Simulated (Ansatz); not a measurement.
# Zone-centre phonons of TaC at 8 GPa: input and output

Method: Ansatz, DFT PBEsol, scalar-relativistic, plane waves, PAW.

Launched with:
```bash
ansatz run input.yaml --threads 1 --pin off --max-ram 3072MiB --backend cpu --events-out ev --progress --plain --runs-dir out
```

Input (bare energies are in eV):
```yaml
crystal:
  lattice:
    - [0.0, 2.2038229084, 2.2038229084]
    - [2.2038229084, 0.0, 2.2038229084]
    - [2.2038229084, 2.2038229084, 0.0]
  atoms:
    - { symbol: Ta, position: [0.0, 0.0, 0.0] }
    - { symbol: C, position: [0.5, 0.5, 0.5] }
basis:
  ecutwfc: 420
kpoints:
  mp_grid: { grid: [16, 16, 16] }
hamiltonian:
  xc: pbesol
scf:
  occupations: { method: fermi_dirac, width: 0.15 }
output:
  eigenvalues: true
phonons:
  method: dfpt
  eigenvectors: true
```

The end of the output:
```
--- Phonons (Γ-DFPT): 2 representative perturbations + reference, on 349 of 4096 k-points (Σ response iterations 6) ---
  k mesh reduced under 8 symmetry operations, with k and −k counted as one. Each operation leaves every solved perturbation unchanged. A smaller set is not used because it would not reduce the number of displacements ...
  ASR residual: 2.715e-4 → 0.000e0 eV/Å²; symmetrization residual: 3.862e-7 eV/Å²
  ASR residual per site (eV/Å²): 2.72e-4 7.71e-5
  Γ frequencies (cm⁻¹): 0.00 0.00 0.00 584.71 584.71 584.71
  non-analytic LO–TO correction: not included (Born effective charges unavailable; polar crystals: no LO–TO splitting at Γ)
```

The run took 11 s on 1 thread of AMD EPYC 9R45 96-Core Processor (Zen 5), with other jobs on the host, peak memory 0.64 GiB.

In a metal, frequencies and elastic constants depend on the k mesh and the smearing, soft modes and shear constants most. Spin–orbit coupling is left out, which can shift energies with elements as heavy as these.